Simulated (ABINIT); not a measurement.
Runs of ABINIT 10.8.3 (patched build) on Pd. The structure is cubic, space group Fm-3m (No. 225). Conventional cell: a = 3.893 Å, b = 3.893 Å, c = 3.893 Å, α = 90.00°, β = 90.00°, γ = 90.00°. Pd (site symmetry m-3m) has 12 Pd at 2.75 Å as nearest neighbours. 

```tsv
task	level	potentials or basis	k mesh	cutoff (eV)	fine-grid cutoff	gap on the mesh (eV)	pressure (GPa)	V0 of scaled cells (Å³/atom)	B0 (GPa)
equation of state	PBE+D3(BJ)	JTH PAW PBE v2.0	12 × 12 × 12	626	1224.51 eV	-	-	14.69	190
band structure	LDA	JTH PAW LDA v2.0	12 × 12 × 12	626	1224.51 eV	none	-8.8	-	-
band structure	LDA-Teter	PseudoDojo NC SR LDA v0.4.1 standard	12 × 12 × 12	1116	-	none	(a)	-	-
equation of state	BLYP+D3(BJ)	JTH PAW PBE v2.0	12 × 12 × 12	626	1224.51 eV	-	-	14.81	(b)
single point	LDA	JTH PAW LDA v2.0	10 × 10 × 10	626	1224.51 eV	none	-8.8	-	-
```

Alike in all rows: no spin polarisation; cell as given; smearing fermi-dirac 0.05 eV.

Question: Fill in the values left out.

Answer: (a) -8.6; (b) 186.

Caveats: pressures at fixed basis lie under the slope of the energies (some runs); the PAW data sets were made with another functional, which shifts forces and pressure a little (some runs).

A k mesh can miss the band edges, and the runs leave out spin-orbit coupling on Pd.

A gap of «none» marks a metal or a gap under the smearing width.
